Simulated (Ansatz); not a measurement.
Runs of Ansatz 0.2.0 on AlNi. Symmetry: Pm-3m, No. 221, cubic system. Conventional cell: a = 2.881 Å, b = 2.881 Å, c = 2.881 Å, α = 90.00°, β = 90.00°, γ = 90.00°. Ni (site symmetry m-3m) is surrounded by 8 Al at 2.50 Å. Around Al (site symmetry m-3m) lie 8 Ni at 2.50 Å. 

| task | level | potentials or basis | spin | U | cell | k mesh | cutoff (eV) | smearing | hubbard projectors | double counting | mesh quality | gap on the mesh (eV) | pressure (GPa) | moment (μB) | V0 of scaled cells (Å³/atom) | relaxed volume (Å³/atom) | B0 (GPa) |
| --- | --- | --- | --- | --- | --- | --- | --- | --- | --- | --- | --- | --- | --- | --- | --- | --- | --- |
| single point | PBE | Ansatz PAW | collinear, ferromagnetic start | - | as given | 9 × 9 × 9 | 420 | gaussian 0.021 eV | - | - | not flagged | none | 1.9 | 0.00 | - | - | - |
| single point | PBE | Ansatz PAW | collinear, ferromagnetic start | - | as given | 9 × 9 × 9 | 420 | gaussian 0.017 eV | - | - | not flagged | none | 1.9 | 0.00 | - | - | - |
| relaxation of cell and atoms | PBE+D3(BJ) | Ansatz PAW | collinear, ferromagnetic start | - | relaxed | 9 × 9 × 9 | 420 | fermi-dirac 0.05 eV | - | - | not flagged | - | 0.0 | 0.00 | - | 11.66 | - |
| equation of state | PBE | Ansatz PAW | collinear, ferromagnetic start | - | as given | 9 × 9 × 9 | 420 | fermi-dirac 0.05 eV | - | - | not flagged | - | - | - | 12.10 | - | 160 |
| equation of state | LDA | Ansatz PAW | collinear, ferromagnetic start | - | as given | 9 × 9 × 9 | 420 | fermi-dirac 0.05 eV | - | - | not flagged | - | - | - | (a) | - | 187 |
| equation of state | PBE | Ansatz PAW soft_1 | collinear, ferromagnetic start | - | as given | 9 × 9 × 9 | 420 | fermi-dirac 0.05 eV | - | - | not flagged | - | - | - | (b) | - | 160 |
| equation of state | PBE0 | Ansatz PAW | collinear, ferromagnetic start | - | as given | 6 × 6 × 6 | 420 | fermi-dirac 0.05 eV | - | - | coarse | - | - | - | (c) | - | 173 |
| single point | PBE | Ansatz PAW | collinear, ferromagnetic start | - | as given | 9 × 9 × 9 | 420 | gaussian 0.02 eV | - | - | not flagged | none | 1.9 | 0.00 | - | - | - |
| density of states | LDA+U | Ansatz PAW | non-collinear, random start | Ni d U = 5.0 eV | atoms moved at random, drawn with an rms of 0.1 Å | 7 × 7 × 7 | 420 | methfessel-paxton 0.2 eV | ortho-atomic (the default) | fll (the default) | not flagged | none | -7.6 | 0.00 | - | - | - |
| single point | r2SCAN0 | Ansatz PAW | collinear, ferromagnetic start | - | as given | 5 × 5 × 5 | 500 | fermi-dirac 0.05 eV | - | - | coarse | none | - | (d) | - | - | - |
| relaxation of cell and atoms | PBEsol0 | Ansatz PAW | collinear, ferromagnetic start | - | relaxed | 5 × 5 × 5 | 420 | fermi-dirac 0.05 eV | - | - | coarse | none | - | 0.06 | - | 11.56 | - |
| single point | PBE | Ansatz PAW | collinear, ferromagnetic start | - | as given | 9 × 9 × 9 | 420 | gaussian 0.1 eV | - | - | not flagged | none | 1.9 | 0.00 | - | - | - |

Estimate the missing entries.

(a) 11.36; (b) 12.09; (c) 11.76; (d) 0.44.

Caveats: some runs use coarse meshes; the PAW data sets come from PBE, with cores solved anew for the run's functional, which leaves a small shift of forces and pressure (some runs); the magnetic or orbital state may not be the lowest (some runs); the plane-wave basis is chosen anew once the cell has moved, so the energies of steps on either side of that aren't comparable (some runs); the U is typed as a test and isn't derived for this compound (some runs); the density of states is complete only up to the lowest level of the last band computed (some runs).

A k mesh can miss the band edges.

A gap of «none» marks a metal or a gap under the smearing width.

Not every run made on this cell is shown here.
